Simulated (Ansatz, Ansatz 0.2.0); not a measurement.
# Formation enthalpy of massicot (yellow PbO) from r²SCAN, with and without rVV10, and from PBEsol

## The measurement

The reference is the standard enthalpy of formation of massicot, the yellow orthorhombic form of PbO, from the elements at 298.15 K. It is taken from a printed reference work on properties of lead minerals and lead oxides, which lists −217.3 kJ/mol, or −1.126 eV per atom. This is a compiled value, and the method behind it is not given with it. I take it to be the usual calorimetric figure of the thermochemical tables. Red tetragonal litharge, the stable form at room temperature, should lie only slightly lower in enthalpy, so a mix-up of the two polymorphs would shift the reference very little on the scale that matters here.

| compared with | measured | source's wording or label | T (K) | method |
| --- | --- | --- | --- | --- |
| ΔH per atom (eV/atom) | −1.126 | -217.3 kJ/mol | 298.15 | compiled value, method not stated |

Conditions are those given with the value in the passage it was taken from; "not stated" means there, and the paper may say more elsewhere. The values are a selection: others may have been left out beforehand as unlike or outlying.

## Model and target

I want the formation enthalpy from total energies of relaxed PbO, lead metal and the O₂ molecule. The model is the eight-atom Pbcm cell. The diffraction entry has old inner coordinates and lengths in kX units, so it serves only as a start for relaxation.

An error within 0.03 eV per atom would be a close result, and 0.1 eV per atom is the outer limit of success. The static energies leave out zero-point and thermal terms, which I put at roughly 0.01 to 0.02 eV per atom, small enough for this target.

I go straight to the meta-GGA. A GGA is cheaper, but it overbinds O₂ and so makes oxides too little exothermic, an error that can use up the whole target. The layers of massicot are held together weakly, which speaks for a dispersion term. A GGA will be set beside the result later for scale. Spin-orbit coupling is off throughout. It should lower lead metal, with its partly filled 6p shell, more than Pb²⁺ in the oxide, so leaving it out should make the computed enthalpy too negative. I shall weigh that at the end.

Plain PBE isn't shown in this study.

System: PbO (massicot), massicot, orthorhombic; Pbcm (No. 57), 8 atoms in the primitive cell; the database structure is an entry taken as a start alone: a = 5.876 Å, b = 5.476 Å, c = 4.743 Å; structure from the Crystallography Open Database; note on this database entry: old inner coordinates, kX units.

On the selection of runs and values: Further runs on this system are not shown.

## 1. r²SCAN, with and without dispersion

r²SCAN+rVV10 is my main candidate, since it treats the molecule better than a GGA and also covers the attraction between layers. I run plain r²SCAN at the same cutoff and mesh, so that the difference gives the effect of the non-local term. I expect that term to shrink the cell and to change the enthalpy by only a few hundredths of an eV per atom, because lead metal gains from it as well.

**Run 1.** Ansatz 0.2.0: r2SCAN+rVV10, O2 as a molecule in a box of 10 to 11 A, compound and elements relaxed, PAW set soft_2, cutoff 520 eV, 4x4x6 k mesh, Gaussian smearing 0.02 eV.

Key lines of the input:
```
crystal:
  # lattice and atoms
kpoints:
  mp_grid: { grid: [4, 4, 6] }
hamiltonian:
  xc: r2scan
  dispersion: rvv10
scf:
  occupations: { method: gaussian, width: 0.02 }
output:
  forces: true
  stress: true
basis:
  ecutwfc: 520.0
relax:
  adjacent_minimum: "off"
  f_tol: 0.005
  max_steps: 60
  cell: { stress_tol: 0.03 }
```

Command:
```
ansatz run input.yaml --threads 8 --pin off --max-ram 16384MiB --backend cpu --events-out ev --progress --plain --runs-dir out
```

Converged; 1.8 min on 8 cores of Arm Neoverse V2, shared host. Warnings: another step: stress_scf_threshold_loose.

**Run 2.** Ansatz 0.2.0: r2SCAN, O2 as a molecule in a box of 10 to 11 A, compound and elements relaxed, PAW set soft_2, cutoff 520 eV, 4x4x6 k mesh, Gaussian smearing 0.02 eV.

Key lines of the input, as changed from run 1:
```diff
  hamiltonian:
-   dispersion: rvv10
```

Converged; took 70 s. Warnings: another step: stress_scf_threshold_loose.

| quantity | run 1 | run 2 | measured |
| --- | --- | --- | --- |
| ΔH per atom (eV/atom) | −1.265 | −1.235 | −1.126 |
| ΔH per mole of formula units (kJ/mol) | −244.1 | −238.3 |  |
| conventional cell volume (Å³) | 153.70 | 164.01 |  |

Both results are too exothermic. Plain r²SCAN misses the reference by 0.109 eV per atom, narrowly outside the outer limit, and r²SCAN+rVV10 misses it by 0.139. The dispersion term acts much as I expected on the enthalpy, which it makes 0.030 eV per atom more negative. Its effect on the cell is larger: the volume falls from 164.01 to 153.70 Å³. My main candidate is therefore the further off of the two, and a missing attraction between layers cannot explain the error, since adding it widens the miss.

The sign is the one I argued for from the missing spin-orbit coupling, which should leave lead metal too high in energy relative to the oxide. These two runs cannot separate that from an error of the functional itself. Both also carry a warning named stress_scf_threshold_loose, and I read nothing into the name.

## 2. PBEsol for scale, at two settings

I now set PBEsol beside the meta-GGA, once with a higher cutoff than before and once with a lower cutoff and denser meshes in the oxide and in lead metal. The overbound O₂ molecule should make PBEsol less exothermic than r²SCAN. If that brings it nearer the reference, the missing spin-orbit coupling will have helped, with an error of opposite sign.

The two PBEsol runs differ in cutoff and mesh together, so they test the joint effect of these settings on the enthalpy and cannot assign it to either. The test holds for PBEsol and does not certify the r²SCAN numbers.

**Run 3.** Ansatz 0.2.0: PBEsol, O2 as a molecule in a box of 10 to 11 A, compound and elements relaxed, PAW set soft_2, cutoff 570 eV, 4x4x6 k mesh, Gaussian smearing 0.02 eV.

Key lines of the input, as changed from run 2:
```diff
  hamiltonian:
-   xc: r2scan
+   xc: pbesol
  basis:
-   ecutwfc: 520.0
+   ecutwfc: 570.0
```

Command:
```
ansatz run input.yaml --threads 4 --pin off --max-ram 16384MiB --backend cpu --events-out ev --progress --plain --runs-dir out
```

Selected lines of the output:
```
[PbO, 8 atoms, space group Pbcm, 4x4x6 mesh] E sigma→0 (E₀):  -49261.726779 eV
[O, 2 atoms, space group none (molecule), 1x1x1 mesh, spin-polarised] E sigma→0 (E₀):  -1116.583008 eV
[Pb, 1 atoms, space group Fm-3m, 14x14x14 mesh] E sigma→0 (E₀):  -11754.948440 eV
```

Converged; 75 s on 4 cores of Arm Neoverse V1, shared host. Warnings: another step: stress_scf_threshold_loose.

**Run 4.** Ansatz 0.2.0: PBEsol, O2 as a molecule in a box of 10 to 11 A, compound and elements relaxed, PAW set soft_2, cutoff 420 eV, 6x6x6 k mesh, Gaussian smearing 0.02 eV.

Key lines of the input, as changed from run 3:
```diff
  kpoints:
-   mp_grid: { grid: [4, 4, 6] }
+   mp_grid: { grid: [6, 6, 6] }
  basis:
-   ecutwfc: 570.0
+   ecutwfc: 420.0
```

Selected lines of the output:
```
[PbO, 8 atoms, space group Pbcm, 6x6x6 mesh] E sigma→0 (E₀):  -49261.699533 eV
[O, 2 atoms, space group none (molecule), 1x1x1 mesh, spin-polarised] E sigma→0 (E₀):  -1116.565912 eV
[Pb, 1 atoms, space group Fm-3m, 18x18x18 mesh] E sigma→0 (E₀):  -11754.940233 eV
```

Converged; took 1.9 min. Warnings: another step: stress_scf_threshold_loose.

| quantity | run 3 | run 4 | measured |
| --- | --- | --- | --- |
| ΔH per atom (eV/atom) | −1.096 | −1.101 | −1.126 |
| ΔH per mole of formula units (kJ/mol) | −211.5 | −212.4 |  |
| conventional cell volume (Å³) | 155.11 | 155.04 |  |

PBEsol gives −1.096 eV per atom at the higher cutoff, 0.030 from the reference and right at the edge of what I called close. The lower cutoff with the denser meshes gives −1.101. The joint effect of cutoff and meshes is thus 0.005 eV per atom, small against the target. The energy of the O₂ molecule moves by 0.017 eV between the two runs, and part of such shifts cancels in the enthalpy.

At the higher cutoff PBEsol is 0.139 eV per atom less exothermic than plain r²SCAN, the direction I expected from its overbound O₂. I don't take its closeness as proof of a sounder description. By my argument, spin-orbit coupling would stabilise lead metal more than the oxide and make the enthalpy less negative. That would carry PBEsol away from the reference and bring both r²SCAN results towards it. The size of this shift is not shown in this report, and the good PBEsol value may rest on two errors of opposite sign.

## Collected results

| run | settings | ΔH per atom (eV/atom) | deviation | cost |
| --- | --- | --- | --- | --- |
| 1 | r2SCAN+rVV10, cutoff 520 eV, 4x4x6 k mesh | −1.265 | −0.139 (−12.3 %) | 15 core-min |
| 2 | r2SCAN, cutoff 520 eV, 4x4x6 k mesh | −1.235 | −0.109 (−9.7 %) | 9.3 core-min |
| 3 | PBEsol, cutoff 570 eV, 4x4x6 k mesh | −1.096 | +0.030 (+2.7 %) | 5 core-min |
| 4 | PBEsol, cutoff 420 eV, 6x6x6 k mesh | −1.101 | +0.025 (+2.2 %) | 7.4 core-min |
|  | measured | −1.126 |  |  |

Further runs on the same system, made beside this series (convergence steps with loose settings among them):

| further | settings | ΔH per atom (eV/atom) | deviation | cost | status |
| --- | --- | --- | --- | --- | --- |
| F1 | PBEsol+D3(BJ), cutoff 420 eV, 4x4x6 k mesh | −1.118 | +0.008 (+0.7 %) | 4.8 core-min | warnings: another step: stress_scf_threshold_loose |
|  | measured | −1.126 |  |  |  |

## Outcome

r²SCAN+rVV10, the level I committed to, misses the target. It gives −1.265 eV per atom against −1.126, too exothermic by 0.139 where 0.1 was the outer limit, for 15 core-minutes. Plain r²SCAN is a narrow miss at 0.109. The neglected zero-point and thermal terms, which I put at roughly 0.01 to 0.02 eV, are as large as the margin by which it fails, but their net sign is not established here, so they could narrow the miss or widen it.

PBEsol, brought in for scale, meets the target: it is 0.030 eV too weakly exothermic at the higher cutoff, for 5 core-minutes. With D3(BJ) the deviation is 0.008. I would not rank the PBEsol variants on such differences, nor call their agreement sound physics. Overbound O₂ makes the oxide too little exothermic, while the missing spin-orbit coupling should make it too exothermic, so a cancellation is plausible, though not shown in this report.

The same missing coupling is my first suspect for the r²SCAN error, because the sign I expect of it, which is argued and not tested, fits the miss. To remove the whole miss with rVV10, it would have to lower lead metal by about 0.28 eV per lead atom relative to the oxide. That is conceivable for a heavy 6p metal, but the size of the effect is not shown in this report, and an error of the functional in the oxide or in O₂ remains possible.

The pair with and without rVV10 was the useful step: dispersion shrinks the cell markedly but makes the enthalpy 0.030 eV more negative, so its absence does not explain the miss. The PBEsol pair showed a joint effect of cutoff and meshes of only 0.005 eV. It would have served better at r²SCAN, whose numbers carry the verdict and for which no such check is shown in this report. I see no ground to doubt the reference. The next step would be spin-orbit coupling in both the oxide and lead metal.

[Logs are printed without paths, hosts, clocks, repeated set-up lines and the standing remarks that a program may print on its own settings, such as how far it seeks lower states.]

[The runs shown are a pick from a larger set of finished runs; failed, doubtful and other runs were left out of it ahead of writing. So were measured values far from every level or from commonly accepted values, and agreement can look better than it is. Lines of input and output are excerpts and may be shortened.]
